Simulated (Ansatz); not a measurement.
# Co (P-3m1) on spinors, without spin–orbit coupling

```yaml
crystal:
  lattice:
    - [2.48736, 0.00000, 0.00000]
    - [-1.24368, 2.15412, 0.00000]
    - [0.00000, 0.00000, 4.06329]
  atoms:
    - { symbol: Co, position: [0.66667, 0.33333, 0.25986] }
    - { symbol: Co, position: [0.33333, 0.66667, 0.74014] }
```

Geometry: a structure from the Materials Project; nothing is relaxed.

Settings: PBE, 15×15×8 k mesh, Fermi–Dirac smearing of 0.08 eV. PAW means Ansatz 0.2.0 on its default frozen-core files; LAPW is all-electron LAPW in Ansatz 0.2.0. Site moments are integrated in spheres about the atoms, whose radii differ between the methods. Start moments of the first PAW run (μB): Co1 1.7, Co2 1.7.

The runs use spinors without spin–orbit coupling. In the held states a penalty keeps the direction of every atom that starts with a moment, the untilted ones along z, with sizes free, and the energy is taken at the target. Energies count from the run that starts parallel.

```csv
state,ΔF PAW (meV/atom),ΔF LAPW (meV/atom),"largest moment, PAW (μB)","size of M, PAW (μB/cell)",directions kept
parallel moments on spinors,0.0,0.0,1.71,3.27,yes
Co2 tilted by 45° from z and held,+42.8,+42.8,1.67,2.96,yes
Co2 tilted by 90° from z and held,?,–,1.50,?,yes
Co2 tilted by 135° from z and held,+201.1,–,1.14,0.83,yes
start Co1↑ Co2↓ on spinors,+216.6,+217.1,0.88,0.00,yes
```

Problem. Give the missing entry: row "Co2 tilted by 90° from z and held", column "size of M, PAW (μB/cell)".

Solution. 2.03.

Problem. Give the missing entry: row "Co2 tilted by 90° from z and held", column "ΔF PAW (meV/atom)".

Solution. +135.2.

Problem. Fit ΔF(θ) = A(1 − cos θ) + B sin²θ to the PAW points, the reversed state at 180° included. How well does a Heisenberg model do?

Solution. A = +109.0 and B = +26.1 meV/atom, with a worst miss of 2.2 meV/atom. B isn't small beside A, so the turn needs more than bilinear exchange between fixed moments (biquadratic terms or changing moment sizes).

For the state «Co2 tilted by 45° from z and held», by PAW: Site moments (μB): Co1 (0.00, 0.00, 1.67); Co2 (1.18, 0.00, 1.19). Cell moment 2.96 μB.

The Ansatz runs typed with the search for lower states off end where their start leads. The magnetic state is the one that this cell and start allow. It needn't be the compound's measured order, which may need a larger cell or be absent.
